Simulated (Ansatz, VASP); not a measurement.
# Sn: VASP beside Ansatz

```xyz
1
Lattice="0.0000 2.4111 2.4111 2.4111 0.0000 2.4111 2.4111 2.4111 0.0000" Properties=species:S:1:pos:R:3 pbc="T T T"
Sn    0.0000    0.0000    0.0000
```

The cell was built by a generator and needn't be a form met in nature.

Alike in both runs: task relaxation of cell and atoms; functional revPBE; k mesh 11 × 11 × 11; occupations fermi-dirac, width 0.1 eV; no spin polarisation.

```csv
,VASP,Ansatz
version,VASP 6.6.1,Ansatz 0.2.0
potentials or method,"VASP PAW PBE potentials, release 64 (Sn_d)","plane waves (420 eV) with PAW, scalar-relativistic"
plane-wave cutoff (eV),600,420
valence electrons in the cell,14,14
```

VASP gave:

| Property | Result |
| --- | --- |
| relaxed volume (Å³/atom) | 28.64 |
| relaxed cell length with the largest relative difference (Å) | 3.434 |
| energy change over the relaxation (meV/atom) | -2 |

Question: What did Ansatz give for the same quantities?

Answer: Relaxed volume (Å³/atom): 28.66; relaxed cell length with the largest relative difference (Å): 3.435; energy change over the relaxation (meV/atom): -2.

Caveats: the PAW data sets were made with another functional, which shifts forces and pressure a little (VASP).
